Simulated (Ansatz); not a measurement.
# InSb: a sublattice displacement scan

The task, for InSb: measure how stiffly every In atom is held.

Computed with Ansatz 0.2.0 (DFT LDA, scalar-relativistic, plane waves, PAW, unless a step's input says otherwise).

1 further run of the same task is left out (set aside as unsound or not needed).

### Step 1. The system as given

The structure is cubic, space group Fm-3m (No. 225). Conventional cell: a = 6.147 Å, b = 6.147 Å, c = 6.147 Å, α = 90.00°, β = 90.00°, γ = 90.00°. In (site symmetry m-3m) is surrounded by 6 Sb at 3.07 Å. Around Sb (site symmetry m-3m) lie 6 In at 3.07 Å.

Structure file:

```xyz
2
Lattice="0.0000 3.0735 3.0735 3.0735 0.0000 3.0735 3.0735 3.0735 0.0000" Properties=species:S:1:pos:R:3 pbc="T T T"
In    0.0000    0.0000    0.0000
Sb    3.0735    3.0735    3.0735
```

It goes back to an entry of the Materials Project, which need not be the stable form.

No relaxation comes first: the listed cell is the starting point.

### Step 2. Zero of energy

Reference values: F = -11792.9390 eV; pressure -4.11 GPa; largest force 0.000 eV/Å; gap on the mesh none (metal). It was computed beforehand with the settings of the runs below.

### Step 3. Next: a sublattice displacement scan

Every In atom is moved by x along the Cartesian unit vector (0.000, 0.000, -1.000); the cell and all other atoms stay fixed. Forces below are components along that vector, summed over the moved atoms.

### Step 4. At x = -0.200 Å

The input, input.yaml:

```yaml
crystal:
  lattice:
    - [0.0, 3.073513, 3.073513]
    - [3.073513, 0.0, 3.073513]
    - [3.073513, 3.073513, 0.0]
  atoms:
    - { symbol: In, position: [0.0325360589, 0.0325360589, -0.0325360589] }
    - { symbol: Sb, position: [0.5, 0.5, 0.5] }
basis:
  ecutwfc: 420
kpoints:
  mp_grid: { grid: [14, 14, 14] }
hamiltonian:
  xc: lda
scf:
  occupations: { method: gaussian, width: 0.15 }
output:
  forces: true
  stress: true
  eigenvalues: true
```

Output, shortened:

```text
Warning: RAYON_NUM_THREADS=1 ignored (pool sized by the plan → 1); use --threads N
[...]
Pseudopotentials: kind: paw
Pseudopotential: In, paw, valence charge 13, recommended cutoff 420 eV (normal), In.paw.azcp
Pseudopotential: Sb, paw, valence charge 15, recommended cutoff 420 eV (normal), Sb.paw.azcp
Functional definition: SPW92
[...]
Crystal: 2 atoms, lattice volume = 58.068 Å³
Basis set: ecut = 420 eV, 1139 PW (Γ)
Bands: 18, of which v1, the nominal top of the filled ones, is band 14 counted from 1 (13 counted from 0)
Symmetry: 8 space group operations
Space group: I4mm (ITA 107), of the structure as read, at distance tolerance 3.9e-5 Å
k-points: 244 of 2744 (time reversal used)
[...]
SCF iter   1: F=—  HF=-11792.909916 eV  |F-HF|=—  |Δ(HF+E_count)|=         —  Δρ=7.16e-3  dr2=1.46e-2  ethr=1.77e-3  ⟨swp⟩=5.4  Hψ=21839  notcnv=0
[...]
SCF iter   7: F=-11792.902237 eV  HF=-11792.902237 eV  |F-HF|=4.50e-9  |Δ(HF+E_count)|=   3.73e-8  Δρ=3.70e-6  dr2=8.06e-9  ethr=3.57e-10  ⟨swp⟩=5.2  Hψ=17179  notcnv=0
[...]
SCF converged after 7 iterations
Free energy (F): -11792.902237 eV
[...]
E sigma→0 (E₀):  -11792.892801 eV
Entropy (-TS):   -0.018873 eV (-9.436 meV/atom)
Fermi energy:    8.901193 eV
[...]
--- Forces (eV/Å), atoms counted from 1 ---
  atom   1  In     0.00000000     0.00000000    -0.40120082
  atom   2  Sb     0.00000000     0.00000000     0.40120266
[...]
--- Stress (GPa, compression-positive) ---
       -4.408640       0.000000       0.000000
        0.000000      -4.408640       0.000000
        0.000000       0.000000      -1.736042
  P = ⅓ Tr σ = -3.5178 GPa (-35.178 kbar)
--- Band table (eV; the first three rows and the last of 244) ---
  k-point 0: bands = ["-19.6194", "-19.6165", "-19.6044", "-19.6043", "-19.6043", "-5.4001", "-5.3839", "-5.3633", "-5.3633", "-5.3574", "-2.0434", "8.1975", "8.8402", "8.9121", "8.9121", "14.4332", "14.4332", "14.9613"]
[...]
```

Run time: 21 s. Hardware: 1 thread of an Arm CPU, shared host; peak memory 0.52 GiB.

### Step 5. x = 0.150 Å

input.yaml: that of step 4 with these lines changed.

```diff
@@ -6,3 +6,3 @@
   atoms:
-    - { symbol: In, position: [0.0325360589, 0.0325360589, -0.0325360589] }
+    - { symbol: In, position: [-0.0244020442, -0.0244020442, 0.0244020442] }
     - { symbol: Sb, position: [0.5, 0.5, 0.5] }
```

Output, shortened:

```text
Warning: RAYON_NUM_THREADS=1 ignored (pool sized by the plan → 1); use --threads N
[...]
[... 4 set-up lines as earlier in the session ...]
[...]
Crystal: 2 atoms, lattice volume = 58.068 Å³
Basis set: ecut = 420 eV, 1139 PW (Γ)
Bands: 18, of which v1, the nominal top of the filled ones, is band 14 counted from 1 (13 counted from 0)
[... 2 set-up lines as earlier in the session ...]
k-points: 244 of 2744 (time reversal used)
[...]
SCF iter   1: F=—  HF=-11792.926852 eV  |F-HF|=—  |Δ(HF+E_count)|=         —  Δρ=7.16e-3  dr2=1.46e-2  ethr=1.77e-3  ⟨swp⟩=5.4  Hψ=21782  notcnv=0
[...]
SCF iter   6: F=-11792.919145 eV  HF=-11792.919145 eV  |F-HF|=5.22e-8  |Δ(HF+E_count)|=   5.09e-7  Δρ=1.46e-5  dr2=9.49e-8  ethr=3.57e-10  ⟨swp⟩=5.0  Hψ=23978  notcnv=0
[...]
SCF converged after 6 iterations
Free energy (F): -11792.919145 eV
[...]
E sigma→0 (E₀):  -11792.909974 eV
Entropy (-TS):   -0.018342 eV (-9.171 meV/atom)
Fermi energy:    8.904250 eV
[...]
--- Forces (eV/Å), atoms counted from 1 ---
  atom   1  In     0.00000000     0.00000000     0.27884256
  atom   2  Sb     0.00000000     0.00000000    -0.27883569
[...]
--- Stress (GPa, compression-positive) ---
       -4.280793       0.000000       0.000000
        0.000000      -4.280793       0.000000
        0.000000       0.000000      -2.789201
  P = ⅓ Tr σ = -3.7836 GPa (-37.836 kbar)
--- Band table (eV; the first three rows and the last of 244) ---
  k-point 0: bands = ["-19.6228", "-19.6214", "-19.6091", "-19.6090", "-19.6090", "-5.3849", "-5.3761", "-5.3522", "-5.3522", "-5.3490", "-2.0339", "8.1945", "8.8535", "8.8941", "8.8941", "14.5747", "14.5747", "14.9215"]
[...]
```

It took 22 s on 1 thread of an Arm CPU, shared host; peak memory 0.52 GiB.

### Step 6. x = -0.100 Å

input.yaml: that of step 5 with these lines changed.

```diff
@@ -6,3 +6,3 @@
   atoms:
-    - { symbol: In, position: [-0.0244020442, -0.0244020442, 0.0244020442] }
+    - { symbol: In, position: [0.0162680295, 0.0162680295, -0.0162680295] }
     - { symbol: Sb, position: [0.5, 0.5, 0.5] }
```

Output, shortened:

```text
Warning: RAYON_NUM_THREADS=1 ignored (pool sized by the plan → 1); use --threads N
[...]
[... 4 set-up lines as earlier in the session ...]
[...]
Crystal: 2 atoms, lattice volume = 58.068 Å³
Basis set: ecut = 420 eV, 1139 PW (Γ)
Bands: 18, of which v1, the nominal top of the filled ones, is band 14 counted from 1 (13 counted from 0)
[... 2 set-up lines as earlier in the session ...]
k-points: 244 of 2744 (time reversal used)
[...]
SCF iter   1: F=—  HF=-11792.938179 eV  |F-HF|=—  |Δ(HF+E_count)|=         —  Δρ=7.17e-3  dr2=1.46e-2  ethr=1.77e-3  ⟨swp⟩=5.4  Hψ=21738  notcnv=0
[...]
SCF iter   7: F=-11792.930441 eV  HF=-11792.930441 eV  |F-HF|=1.51e-9  |Δ(HF+E_count)|=   3.64e-8  Δρ=2.97e-6  dr2=5.70e-9  ethr=3.57e-10  ⟨swp⟩=5.0  Hψ=16997  notcnv=0
[...]
SCF converged after 7 iterations
Free energy (F): -11792.930441 eV
[...]
E sigma→0 (E₀):  -11792.921504 eV
Entropy (-TS):   -0.017872 eV (-8.936 meV/atom)
Fermi energy:    8.907082 eV
[...]
--- Forces (eV/Å), atoms counted from 1 ---
  atom   1  In     0.00000000     0.00000000    -0.17558053
  atom   2  Sb     0.00000000     0.00000000     0.17558138
[...]
--- Stress (GPa, compression-positive) ---
       -4.187911       0.000000       0.000000
        0.000000      -4.187911       0.000000
        0.000000       0.000000      -3.528808
  P = ⅓ Tr σ = -3.9682 GPa (-39.682 kbar)
--- Band table (eV; the first three rows and the last of 244) ---
  k-point 0: bands = ["-19.6244", "-19.6238", "-19.6114", "-19.6114", "-19.6114", "-5.3741", "-5.3703", "-5.3441", "-5.3441", "-5.3427", "-2.0269", "8.1924", "8.8633", "8.8814", "8.8814", "14.7075", "14.7075", "14.8932"]
[...]
```

It took 22 s on 1 thread of an Arm CPU, shared host; peak memory 0.52 GiB.

### Step 7. The scan collected

Collected from the runs (energy zero: the undisturbed cell):

```tsv
x (Å)	ΔE (meV/cell)	force on the moved atoms (eV/Å)	pressure (GPa)
-0.200	36.8	0.401	-3.5
-0.100	8.6	0.176	-4.0
0.000	0.0	0.000	-4.1
0.150	19.9	-0.279	-3.8
```

### Step 8. What came out

| quantity | value |
| --- | --- |
| force constant along x, from the points at -0.100, 0 and 0.150 Å | 1.80 eV/Å² |

**Reading.** The restoring force grows by 1.80 eV/Å per Å near the site. The step of 0.15 Å is wide, so anharmonic terms mix in. The undisturbed cell stays the lowest of the sampled points. The runs treat Sb without spin-orbit coupling.
